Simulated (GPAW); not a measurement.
# GaN (F-43m) in GPAW: notebook

Aim: see how the results for GaN move with the level of theory and the settings. Levels: PBE, vdW-DF-cx, PBEsol, RPBE+D3, BP86+D3, RPBE. Tasks: band structure, equation of state, gruneisen.

Program: GPAW 26.7.0. These are calculated values, not measurements. Logs are shortened: lines on timing, memory, paths and dates and some standing lists are left out, and cuts for length are marked. The log counts tension as positive stress, the text compression.

**Experimental background.**

From a printed reference work, textbook, for a bulk crystal of GaN at 0 K: band gap 3.299 eV (direct).

The results are compared with them further down.

### 1 The crystal as given

Symmetry: F-43m, No. 216, cubic system. The conventional cell has a = 4.507 Å, b = 4.507 Å, c = 4.507 Å, α = 90.00°, β = 90.00°, γ = 90.00°. Ga (site symmetry -43m) is surrounded by 4 N at 1.95 Å. Around N (site symmetry -43m) lie 4 Ga at 1.95 Å.

The cell is a database's computed one.

### 2 Band structure, PBE

Contents of run.py:

```python
from ase.dft.bandgap import bandgap
from ase.io import read, write
from gpaw import GPAW

atoms = read('GaN.xyz')

calc = GPAW(mode='fd',
            h=0.2,
            xc='PBE',
            kpts={'size': (10, 10, 10), 'gamma': True},
            occupations={'name': 'fermi-dirac', 'width': 0.05},
            nbands=11,
            convergence={'density': 1e-05, 'energy': 1e-05},
            maxiter=150,
            txt='gpaw.txt')
atoms.calc = calc
energy = atoms.get_potential_energy()
forces = atoms.get_forces()
calc.write('gs.gpw')
write('result.traj', atoms)
print(f'Energy: {energy:.6f} eV')
print('Forces (eV/A):')
print(forces.round(4))
print('Fermi level:', round(calc.get_fermi_level(), 4), 'eV')
print(f'Gap: {bandgap(calc)[0]:.4f} eV, direct: {bandgap(calc, direct=True)[0]:.4f} eV')

path = atoms.cell.bandpath('GXWKGLUWLK,UX', npoints=100, eps=1e-4)
bs_calc = calc.fixed_density(kpts=path, symmetry='off', nbands=19,
                             convergence={'bands': 'CBM+6.0', 'eigenstates': 1e-6}, txt='bands.txt')
bs = bs_calc.band_structure()
bs.write('bs.json')
print(f'Gap on the path: {bandgap(bs_calc)[0]:.4f} eV')
```

Contents of GaN.xyz:

```xyz
2
Lattice="0.0000000000 2.2535006075 2.2535006075 2.2535006075 0.0000000000 2.2535006075 2.2535006075 2.2535006075 0.0000000000" Properties=species:S:1:pos:R:3 pbc="T T T"
Ga     0.0000000000      0.0000000000      0.0000000000
N      1.1267503038      1.1267503038      1.1267503038
```

Potentials or basis: GPAW PAW data sets (gpaw-data 1.2.1), fd.

Command:

```bash
> OMP_NUM_THREADS=1 python run.py
```

gpaw.txt:

```text
__  _  _
 | _ |_)|_||  |
 |__||  | ||/\| - 26.7.0

Input parameters:
  mode=FD(),
  convergence={'density': 1e-05, 'energy': 1e-05},
  h=0.2,
  kpts=MonkhorstPack(size=(10, 10, 10), gamma=True),
  maxiter=150,
  nbands=11,
  occupations=Occupations(name='fermi-dirac', width=0.05),
  xc=XC(name='PBE')

Diagonalizing LCAO Hamiltonian
Converting LCAO to fd mode

           N
       Ga

Atoms  # Å, Bohr magnetons
|   | symbol |        x |        y |        z |    initial magnetic moments |
|---|--------|----------|----------|----------|-----------------------------|
| 0 |     Ga | 0.000000 | 0.000000 | 0.000000 | ( 0.0000,  0.0000,  0.0000) |
| 1 |      N | 1.126750 | 1.126750 | 1.126750 | ( 0.0000,  0.0000,  0.0000) |

Unit cell  # Å
| periodic |        x |        y |        z |  lengths |    angles |
|----------|----------|----------|----------|----------|-----------|
|      yes | 0.000000 | 2.253501 | 2.253501 | 3.186931 | 60.000000 |
|      yes | 2.253501 | 0.000000 | 2.253501 | 3.186931 | 60.000000 |
|      yes | 2.253501 | 2.253501 | 0.000000 | 3.186931 | 60.000000 |

Number of symmetries: 24
Symmetry operations  # r_c * U_cc + t_c -> r_c
|    | kind |            matrix            |
|----|------|------------------------------|
|  0 |  E   |  1, 0, 0,  0, 1, 0,  0, 0, 1 |
|  1 |  σ   |  1, 0, 0,  0, 0, 1,  0, 1, 0 |
|  2 |  σ   |  1, 0,-1,  0, 1,-1,  0, 0,-1 |
|  3 |  C3  |  1, 0,-1,  0, 0,-1,  0, 1,-1 |
|  4 |  C3  |  1,-1, 0,  0,-1, 1,  0,-1, 0 |
|  5 |  σ   |  1,-1, 0,  0,-1, 0,  0,-1, 1 |
|  6 |  σ   |  0, 1, 0,  1, 0, 0,  0, 0, 1 |
|  7 |  C3  |  0, 1, 0,  0, 0, 1,  1, 0, 0 |
|  8 |  C2  |  0, 1,-1,  1, 0,-1,  0, 0,-1 |
|  9 |  S4  |  0, 1,-1,  0, 0,-1,  1, 0,-1 |
| 10 |  C3  |  0, 0, 1,  1, 0, 0,  0, 1, 0 |
| 11 |  σ   |  0, 0, 1,  0, 1, 0,  1, 0, 0 |
| 12 |  S4  |  0, 0,-1,  1, 0,-1,  0, 1,-1 |
| 13 |  C3  |  0, 0,-1,  0, 1,-1,  1, 0,-1 |
| 14 |  S4  |  0,-1, 1,  1,-1, 0,  0,-1, 0 |
| 15 |  C2  |  0,-1, 1,  0,-1, 0,  1,-1, 0 |
| 16 |  C3  |  0,-1, 0,  1,-1, 0,  0,-1, 1 |
| 17 |  S4  |  0,-1, 0,  0,-1, 1,  1,-1, 0 |
| 18 |  S4  | -1, 1, 0, -1, 0, 1, -1, 0, 0 |
| 19 |  C3  | -1, 1, 0, -1, 0, 0, -1, 0, 1 |
| 20 |  C3  | -1, 0, 1, -1, 1, 0, -1, 0, 0 |
| 21 |  S4  | -1, 0, 1, -1, 0, 0, -1, 1, 0 |
| 22 |  σ   | -1, 0, 0, -1, 1, 0, -1, 0, 1 |
| 23 |  C2  | -1, 0, 0, -1, 0, 1, -1, 1, 0 |

BZ-sampling:
  Number of BZ points: 1000
  Number of IBZ points: 47

  Monkhorst-Pack size: [10, 10, 10]
  Monkhorst-Pack shift: [0.05, 0.05, 0.05]

K-points  # in reciprocal-cell coordinates
|     |                                coordinates |     weight |
|-----|--------------------------------------------|------------|
|   0 | (  0.00000000,   0.00000000,   0.00000000) | 0.00100000 |
|   1 | (  0.10000000,   0.10000000,   0.00000000) | 0.00600000 |
|   2 | (  0.10000000,   0.10000000,   0.10000000) | 0.00800000 |
|   3 | (  0.20000000,   0.10000000,   0.10000000) | 0.01200000 |
|   4 | (  0.20000000,   0.20000000,   0.00000000) | 0.00600000 |
|   5 | (  0.20000000,   0.20000000,   0.10000000) | 0.02400000 |
|   6 | (  0.20000000,   0.20000000,   0.20000000) | 0.00800000 |
|   7 | (  0.30000000,   0.20000000,   0.10000000) | 0.02400000 |
|   8 | (  0.30000000,   0.20000000,   0.20000000) | 0.02400000 |
|   9 | (  0.30000000,   0.30000000,   0.00000000) | 0.00600000 |
| ... |                                            |            |
|  46 | (  0.50000000,   0.50000000,   0.50000000) | 0.00400000 |

Uniform wave function grid shape: (np.int64(12), np.int64(12), np.int64(12))
Spin-components: 1 (collinear spins)
Bands:           11
Projectors:      10
Spin-degeneracy: 2
Datatype:        complex128

Parallelization:
  kpt:    1
  domain: 1
  band:   1

Density:
  Valence electrons: 8.0
  Components: 1
  Grid points: [12 12 12]
  Charge: 0.0  # |e|

Potential:
  Grid points: [12 12 12]

species:
  Ga:
    name:    Gallium
    Z:       31.0
    valence: 3
    core:    28
    charge:  0.0  # [|e|]
    compensation charges:
      type: gauss
      rc: 0.37  # [Å]
      lmax: 2
    cutoffs:
      filter: 2.06  # [Å]
      core: 4.17  # [Å]
    projectors
    | kind |    occ | energy [eV] | rcut [Å] |
    |------|--------|-------------|----------|
    |   4s |  2.000 |      -8.945 |    1.164 |
    |   4p |  1.000 |      -2.580 |    1.164 |
    |    s |        |      18.266 |    1.164 |
    |    p |        |      24.631 |    1.164 |
    |    d |        |       0.000 |    1.164 |

    Using partial waves for Ga as LCAO basis

  N:
    name:    Nitrogen
    Z:       7.0
    valence: 5
    core:    2
    charge:  0.0  # [|e|]
    compensation charges:
      type: gauss
      rc: 0.18  # [Å]
      lmax: 2
    cutoffs:
      filter: 1.11  # [Å]
      core: 0.96  # [Å]
    projectors
    | kind |    occ | energy [eV] | rcut [Å] |
    |------|--------|-------------|----------|
    |   2s |  2.000 |     -18.583 |    0.603 |
    |   2p |  3.000 |      -7.089 |    0.529 |
    |    s |        |       8.629 |    0.603 |
    |    p |        |      20.123 |    0.529 |
    |    d |        |       0.000 |    0.577 |

    Using partial waves for N as LCAO basis

Reference energy: -54366.393033  # eV

eigensolver:
  PPCG
  Converge bands: occupied
  niter=2

density mixing:
  MSR1-Mixer
  Pratt-step length: 0.05
  Maximum mixing coefficient: 0.75
  Old densities: 10
  SVD Regularization: 0.005
  Good broyden scale: 1.0
  Trust region scale: 1.0
  Backstep threshold: 4.0
  History deletion threshold: 6.0
  Fourier metric: weight=20.0, sigma=0.015

occupation numbers:
  Fermi-Dirac:
    width: 0.0500  # eV

FastPoissonSolver using
    Stencil: 12*3+1=37 point O(h^6) finite-difference Laplacian
    FFT axes: [np.int64(0), np.int64(1), np.int64(2)]
    FST axes: []

xc functional:
  name: PBE with 2 nearest neighbor stencil
interpolation: tri-quintic # 5. degree polynomial

convergence criteria:
- Maximum integral of absolute [dens]ity change: 1e-05 electrons / valence electron
- Maximum [total energy] change in last 3 cyles: 1e-05 eV / valence electron
- Maximum integral of absolute [eigenst]ate change: 4e-08 eV^2 / valence electron
maximum number of iterations: 150

SCF iterations
|iter     | |      energy | eigst |  dens |
|---------|-|-------------|-------|-------|
|iter:   1| |  -14.510360 | +0.40 |       |
|iter:   2| |  -13.912924 | -1.13 | -0.54 |
|iter:   3| |  -12.324680 | -0.32 | -0.60 |
|iter:   4| |  -12.330404 | -1.97 | -1.28 |
|iter:   5| |  -12.334455 | -2.60 | -1.54 |
|iter:   6| |  -12.334537 | -4.20 | -2.78 |
|iter:   7| |  -12.334568 | -5.29 | -3.22 |
|iter:   8| |  -12.334569c| -6.54 | -4.04 |
|iter:   9| |  -12.334568c| -7.78c| -4.74 |
|iter:  10| |  -12.334568c| -8.25c| -5.50c|

Converged in 10 steps
Energy contributions relative to reference atoms: (reference = -54366.393033)

Energy contributions:
  Kinetic:          36.265521
  Coulomb:         -33.387252
  Zero:              1.383670
  External:          0.000000
  Xc:              -16.596507
  Entropy:          -0.000000
  Spinorbit:         0.000000
  ----------------------------
  Free energy:     -12.334568
  Extrapolated:    -12.334568

dipole moment: (-12.610539, -12.610539, -12.610539)  # |e|*Ang

Fermi level: 7.328
Eigenvalues  # (at kpt = [0.000, 0.000, 0.000])
| band index |      eig [eV] | occ [0-2] |
|------------|---------------|-----------|
|          0 |        -9.334 |     2.000 |
|          1 |         6.306 |     2.000 |
|          2 |         6.321 |     2.000 |
|          3 |         6.321 |     2.000 |
|          4 |         8.357 |     0.000 |
|          5 |        16.783 |     0.000 |
|          6 |        16.786 |     0.000 |
|          7 |        16.786 |     0.000 |
|          8 |        24.079 |     0.000 |
|          9 |        24.773 |     0.000 |
|         10 |        24.786 |     0.000 |

Gap: 2.036 eV
Transition (v -> c):
  (s=0, k=0, n=3, [0.00, 0.00, 0.00]) -> (s=0, k=0, n=4, [0.00, 0.00, 0.00])
No difference between direct/indirect transitions

Forces  # eV/Ang
|        x |        y |       z |
|----------|----------|---------|
| -0.00000 | -0.00000 | 0.00000 |  # Ga   0
|  0.00000 |  0.00000 | 0.00000 |  # N    1

# Writing to gs.gpw (mode='')
```

Run time: 31 s. Hardware: 1 thread of Arm Neoverse V1, shared host; peak memory 0.25 GiB.

Results:

| Quantity | Value |
| --- | --- |
| Free energy | -12.3346 eV |
| Band gap on the k mesh | 2.04 eV, direct |
| Band gap along the path | 2.04 eV, direct |

Levels at the corners of the path, in eV from the valence-band top:
```tsv
point	band 1	band 2	band 3	band 4	band 5	band 6
Γ	-15.65	-0.01	0.00	0.00	2.04	10.46
X	-12.58	-6.12	-2.63	-2.62	3.48	6.80
W	-12.47	-5.57	-3.71	-3.53	6.30	8.47
K	-12.57	-5.77	-4.21	-2.11	5.13	7.95
Γ	-15.65	-0.01	0.00	0.00	2.04	10.46
L	-13.33	-6.93	-0.94	-0.94	4.87	8.77
U	-12.57	-5.77	-4.21	-2.11	5.13	7.95
W	-12.47	-5.57	-3.71	-3.53	6.30	8.47
L	-13.33	-6.93	-0.94	-0.94	4.87	8.77
K	-12.57	-5.77	-4.21	-2.11	5.13	7.95
U	-12.57	-5.77	-4.21	-2.11	5.13	7.95
X	-12.58	-6.12	-2.63	-2.62	3.48	6.80
```

Caveat: the real-space grid adds noise to forces.

### 3 Band structure, vdW-DF-cx, spin-orbit coupling, no magnetisation

Changes to run.py since step 2:

```diff
@@ -1,10 +1,16 @@
+import numpy as np
+import spglib
+from ase import Atoms
 from ase.dft.bandgap import bandgap
 from ase.io import read, write
-from gpaw import GPAW
+from gpaw import GPAW, PW
+from gpaw.spinorbit import soc_eigenstates
 
-atoms = read('GaN.xyz')
+atoms = read('GaN.cif')
+cell, positions, numbers = spglib.find_primitive(
+    (atoms.cell[:], atoms.get_scaled_positions(), atoms.numbers), symprec=1e-4)
+atoms = Atoms(numbers, cell=cell, scaled_positions=positions, pbc=True)
 
-calc = GPAW(mode='fd',
-            h=0.2,
-            xc='PBE',
+calc = GPAW(mode=PW(800),
+            xc={'name': 'vdW-DF-cx', 'backend': 'libvdwxc'},
             kpts={'size': (10, 10, 10), 'gamma': True},
@@ -26,3 +32,3 @@
 
-path = atoms.cell.bandpath('GXWKGLUWLK,UX', npoints=100, eps=1e-4)
+path = atoms.cell.bandpath('GXWKGLUWLK,UX', npoints=60, eps=1e-4)
 bs_calc = calc.fixed_density(kpts=path, symmetry='off', nbands=19,
@@ -32 +38,7 @@
 print(f'Gap on the path: {bandgap(bs_calc)[0]:.4f} eV')
+
+soc = soc_eigenstates(bs_calc, theta=90, phi=0)
+np.savetxt('soc_bands.dat', soc.eigenvalues(), fmt='%.4f')
+mesh = soc_eigenstates('gs.gpw', theta=90, phi=0)
+np.savetxt('soc_mesh.dat', mesh.eigenvalues(), fmt='%.4f')
+print('Fermi level with spin-orbit coupling:', round(mesh.fermi_level, 4), 'eV')
```

Contents of GaN.cif:

```cif
data_GaN
_cell_length_a 4.50700122
_cell_length_b 4.50700122
_cell_length_c 4.50700122
_cell_angle_alpha 90.00000000
_cell_angle_beta 90.00000000
_cell_angle_gamma 90.00000000
_space_group_name_H-M_alt 'F-43m'
_space_group_name_Hall 'F -4 2 3'
_space_group_IT_number 216
loop_
_space_group_symop_operation_xyz
'x,y,z'
'y,-x,-z'
'-x,-y,z'
'-y,x,-z'
'x,-y,-z'
'y,x,z'
'-x,y,-z'
'-y,-x,z'
'z,x,y'
'-z,y,-x'
'z,-x,-y'
'-z,-y,x'
'-z,x,-y'
'z,y,x'
'-z,-x,y'
'z,-y,-x'
'y,z,x'
'-x,-z,y'
'-y,z,-x'
'x,-z,-y'
'-y,-z,x'
'x,z,y'
'y,-z,-x'
'-x,z,-y'
'x,y+1/2,z+1/2'
'y,-x+1/2,-z+1/2'
'-x,-y+1/2,z+1/2'
'-y,x+1/2,-z+1/2'
'x,-y+1/2,-z+1/2'
'y,x+1/2,z+1/2'
'-x,y+1/2,-z+1/2'
'-y,-x+1/2,z+1/2'
'z,x+1/2,y+1/2'
'-z,y+1/2,-x+1/2'
'z,-x+1/2,-y+1/2'
'-z,-y+1/2,x+1/2'
'-z,x+1/2,-y+1/2'
'z,y+1/2,x+1/2'
'-z,-x+1/2,y+1/2'
'z,-y+1/2,-x+1/2'
'y,z+1/2,x+1/2'
'-x,-z+1/2,y+1/2'
'-y,z+1/2,-x+1/2'
'x,-z+1/2,-y+1/2'
'-y,-z+1/2,x+1/2'
'x,z+1/2,y+1/2'
'y,-z+1/2,-x+1/2'
'-x,z+1/2,-y+1/2'
'x+1/2,y,z+1/2'
'y+1/2,-x,-z+1/2'
'-x+1/2,-y,z+1/2'
'-y+1/2,x,-z+1/2'
'x+1/2,-y,-z+1/2'
'y+1/2,x,z+1/2'
'-x+1/2,y,-z+1/2'
'-y+1/2,-x,z+1/2'
'z+1/2,x,y+1/2'
'-z+1/2,y,-x+1/2'
'z+1/2,-x,-y+1/2'
'-z+1/2,-y,x+1/2'
'-z+1/2,x,-y+1/2'
'z+1/2,y,x+1/2'
'-z+1/2,-x,y+1/2'
'z+1/2,-y,-x+1/2'
'y+1/2,z,x+1/2'
'-x+1/2,-z,y+1/2'
'-y+1/2,z,-x+1/2'
'x+1/2,-z,-y+1/2'
'-y+1/2,-z,x+1/2'
'x+1/2,z,y+1/2'
'y+1/2,-z,-x+1/2'
'-x+1/2,z,-y+1/2'
'x+1/2,y+1/2,z'
'y+1/2,-x+1/2,-z'
'-x+1/2,-y+1/2,z'
'-y+1/2,x+1/2,-z'
'x+1/2,-y+1/2,-z'
'y+1/2,x+1/2,z'
'-x+1/2,y+1/2,-z'
'-y+1/2,-x+1/2,z'
'z+1/2,x+1/2,y'
'-z+1/2,y+1/2,-x'
'z+1/2,-x+1/2,-y'
'-z+1/2,-y+1/2,x'
'-z+1/2,x+1/2,-y'
'z+1/2,y+1/2,x'
'-z+1/2,-x+1/2,y'
'z+1/2,-y+1/2,-x'
'y+1/2,z+1/2,x'
'-x+1/2,-z+1/2,y'
'-y+1/2,z+1/2,-x'
'x+1/2,-z+1/2,-y'
'-y+1/2,-z+1/2,x'
'x+1/2,z+1/2,y'
'y+1/2,-z+1/2,-x'
'-x+1/2,z+1/2,-y'
loop_
_atom_site_label
_atom_site_type_symbol
_atom_site_symmetry_multiplicity
_atom_site_Wyckoff_symbol
_atom_site_fract_x
_atom_site_fract_y
_atom_site_fract_z
_atom_site_occupancy
Ga1 Ga 4 a 0.0000000000 0.0000000000 0.0000000000 1
N1 N 4 d 0.2500000000 0.2500000000 0.7500000000 1
```

Potentials or basis: GPAW PAW data sets (gpaw-data 1.2.1), pw.

Command:

```bash
> OMP_NUM_THREADS=1 python run.py
```

Run time: 26 s. Hardware: 1 thread of Arm Neoverse V1, shared host; peak memory 0.25 GiB.

Results (log left out):

```
Free energy             : 13.9194 eV
Band gap on the k mesh  : 1.86 eV, direct
Band gap along the path : 1.86 eV, direct
```

Levels at the corners of the path, in eV from the valence-band top:
```csv
point,band 6,band 7,band 8,band 9,band 10,band 11
Γ,0.00,0.00,0.00,1.86,1.86,10.14
X,-2.69,-2.64,-2.64,3.33,3.33,6.73
W,-3.78,-3.62,-3.57,6.23,6.24,8.52
K,-4.26,-2.15,-2.15,5.00,5.00,7.96
Γ,0.00,0.00,0.00,1.86,1.86,10.14
L,-0.98,-0.94,-0.94,4.75,4.75,8.77
U,-4.26,-2.15,-2.15,5.00,5.00,7.96
W,-3.78,-3.62,-3.57,6.23,6.24,8.52
L,-0.98,-0.94,-0.94,4.75,4.75,8.77
K,-4.26,-2.15,-2.15,5.00,5.00,7.96
U,-4.26,-2.15,-2.15,5.00,5.00,7.96
X,-2.69,-2.64,-2.64,3.33,3.33,6.73
```

Caveat: spin-orbit coupling was added after a scalar SCF, so levels and gaps hold it while energy, forces, pressure and moments don't; this program's spin-orbit splittings come out too wide for heavy elements; the PAW data sets were made with another functional, which shifts forces and pressure a little.

(Part 1 of 3 ends here.)
